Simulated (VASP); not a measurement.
Input of a VASP 6.6.1 run:

INCAR

```
ALGO = Normal
EDIFF = 1E-6
EDIFFG = -0.01
ENCUT = 600
GGA = CA
IBRION = 2
ISIF = 3
ISMEAR = 0
KPAR = 2
LASPH = True
LCHARG = False
LREAL = False
LWAVE = False
NELM = 80
NSW = 90
PREC = Accurate
SIGMA = 0.03
```

File KPOINTS:

```
k-points
0
Gamma
  8 8 6
```

File POSCAR:

```
ZrO2
1.0
    3.5961000000      0.0000000000      0.0000000000
    0.0000000000      3.5961000000      0.0000000000
    0.0000000000      0.0000000000      5.1770000000
Zr O
2 4
Direct
    0.0000000000      0.0000000000      0.0000000000
    0.5000000000      0.5000000000      0.5000000000
    0.0000000000      0.5000000000      0.2030000000
    0.0000000000      0.5000000000      0.7030000000
    0.5000000000      0.0000000000      0.2970000000
    0.5000000000      0.0000000000      0.7970000000
```

Potentials or basis: VASP PAW LDA potentials, release 64 (Zr_sv, O).

Launch:

```console
$ cat potpaw_LDA.64/Zr_sv/POTCAR potpaw_LDA.64/O/POTCAR > POTCAR
$ mpirun -np 2 vasp_std > vasp.out
```

Task: Predict the relaxed volume.

Result: 10.79 Å³/atom.

Task: Predict the space group after relaxing (to 0.05 Å).

Result: P4_2/nmc (No. 137).

Task: What does it give for the relaxed cell?

Result: a = 3.560 Å, b = 3.560 Å, c = 5.109 Å, α = 90.00°, β = 90.00°, γ = 90.00°.

Task: Estimate the band gap on the k mesh.

Result: 3.93 eV, indirect (least direct gap 4.06 eV).

Final structure:
```
CELL_PARAMETERS angstrom
3.55997 0.00000 0.00000
0.00000 3.55997 0.00000
0.00000 0.00000 5.10881
ATOMIC_POSITIONS crystal
Zr 0.00000 0.00000 0.00000
Zr 0.50000 0.50000 0.50000
O 0.00000 0.50000 0.20843
O 0.00000 0.50000 0.70844
O 0.50000 0.00000 0.29157
O 0.50000 0.00000 0.79157
```

A k mesh can miss the band edges. Zero-point motion and thermal expansion aren't in these numbers.
